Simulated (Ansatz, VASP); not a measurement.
**CuAu in VASP and in Ansatz**

The input INCAR:

```
ALGO = Fast
EDIFF = 1E-7
ENCUT = 520
GGA = PE
ISIF = 2
ISMEAR = -1
LASPH = T
LCHARG = F
LREAL = F
LWAVE = F
NBANDS = 18
NELM = 80
PREC = Accurate
SIGMA = 0.05
```

KPOINTS

```
k-points
0
Gamma
  9 9 7
```

File POSCAR:

```
CuAu
1.0
    2.7918847965      0.0000000000      0.0000000000
    0.0000000000      2.7918847965      0.0000000000
    0.0000000000      0.0000000000      3.6602677112
Au Cu
1 1
Direct
    0.0000000000      0.0000000000      0.0000000000
    0.5000000000      0.5000000000      0.5000000000
```

The input input.yaml:

```yaml
crystal:
  lattice:
    - [2.7918847965, 0.0, 0.0]
    - [0.0, 2.7918847965, 0.0]
    - [0.0, 0.0, 3.6602677112]
  atoms:
    - { symbol: Au, position: [0.0, 0.0, 0.0] }
    - { symbol: Cu, position: [0.5, 0.5, 0.5] }
hamiltonian:
  xc: pbe
  pseudopotentials: { kind: paw }
kpoints:
  mp_grid: { grid: [9, 9, 7] }
scf:
  occupations: { method: fermi_dirac, width: 0.05 }
output:
  forces: true
  stress: true
  eigenvalues: true
  write_density: true
  write_potential: true
  elf: true
  volumetric_format: npy
```

Alike in both runs: task single point; functional PBE; k mesh 9 × 9 × 7; occupations fermi-dirac, width 0.05 eV; no spin polarisation.

|  | VASP | Ansatz |
| --- | --- | --- |
| version | VASP 6.6.1 | Ansatz 0.2.0 |
| potentials or method | VASP PAW PBE potentials, release 64 (Au, Cu) | Ansatz PAW |
| plane-wave cutoff (eV) | 520 | 420 |
| valence electrons in the cell | 22 | 38 |

VASP gave:

- gap on the k mesh at the Fermi level (eV): none
- pressure (GPa): 8.0
- largest component of the traceless stress (GPa): 0.58

Q: Which values does Ansatz return?

A: gap on the k mesh at the Fermi level (eV): none; pressure (GPa): 8.1; largest component of the traceless stress (GPa): 0.64.

A gap of «none» marks a metal or a gap that the smearing closes. The functional is the same, so the differences come from potentials, cutoffs and numerics. The two sets of potentials don't hold the same shells in valence.

The runs have no spin-orbit coupling, so splittings on Au are missing.
